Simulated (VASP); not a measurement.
Write the native input for VASP 6.6.1 that does the following.

* Task: relaxation of cell and atoms
* Functional: PBE
* Potentials or basis: VASP PAW PBE potentials, release 64 (K_sv, Ta_pv, O)
* Cutoff: 600 eV
* k mesh: 8 × 8 × 8
* Occupations: gaussian, width 0.02 eV
* Spin: no spin polarisation
* Dipole correction: no
* Further INCAR settings: ALGO = Normal; EDIFF = 1e-06; IBRION = 2; EDIFFG = -0.005; NSW = 100; ISIF = 3

The structure of KTaO3 lies in POSCAR:

```
KTaO3
1.0
    3.9883000000      0.0000000000      0.0000000000
    0.0000000000      3.9883000000      0.0000000000
    0.0000000000      0.0000000000      3.9883000000
K Ta O
1 1 3
Direct
    0.5000000000      0.5000000000      0.5000000000
    0.0000000000      0.0000000000      0.0000000000
    0.5000000000      0.0000000000      0.0000000000
    0.0000000000      0.5000000000      0.0000000000
    0.0000000000      0.0000000000      0.5000000000
```

These files were run (other wordings do the same):

INCAR

```
PREC = Accurate
ENCUT = 600
EDIFF = 1E-6
ISMEAR = 0
SIGMA = 0.02
LREAL = False
LASPH = True
NELM = 100
ALGO = Normal
ISIF = 3
LWAVE = False
LCHARG = False
GGA = PE
IBRION = 2
NSW = 100
EDIFFG = -0.005
```

KPOINTS

```
Automatic mesh
0
Gamma
  8 8 8
```

Potentials or basis: VASP PAW PBE potentials, release 64 (K_sv, Ta_pv, O).

Command:

```bash
$ cat potpaw_PBE.64/K_sv/POTCAR potpaw_PBE.64/Ta_pv/POTCAR potpaw_PBE.64/O/POTCAR > POTCAR
$ mpirun -np 1 vasp_std > vasp.out
```

It gave:

* Relaxed volume: 13.07 Å³/atom
* Relaxed cell: a = 4.028 Å, b = 4.028 Å, c = 4.028 Å, α = 90.00°, β = 90.00°, γ = 90.00°
* Space group after relaxing (to 0.05 Å): Pm-3m (No. 221)
* Energy gained by relaxing: 6.8 meV/atom
* Ionic steps: 3
* Pressure after relaxing: -0.1 GPa
* Band gap on the k mesh: 2.11 eV, indirect (least direct gap 2.74 eV)

Caveat: spin-orbit coupling is left out, which moves the levels of the heavy elements.

Run time: 84 s on 1 thread of Intel(R) Xeon(R) Platinum 8488C (Sapphire Rapids), with other jobs on the host, peak memory 0.23 GiB.
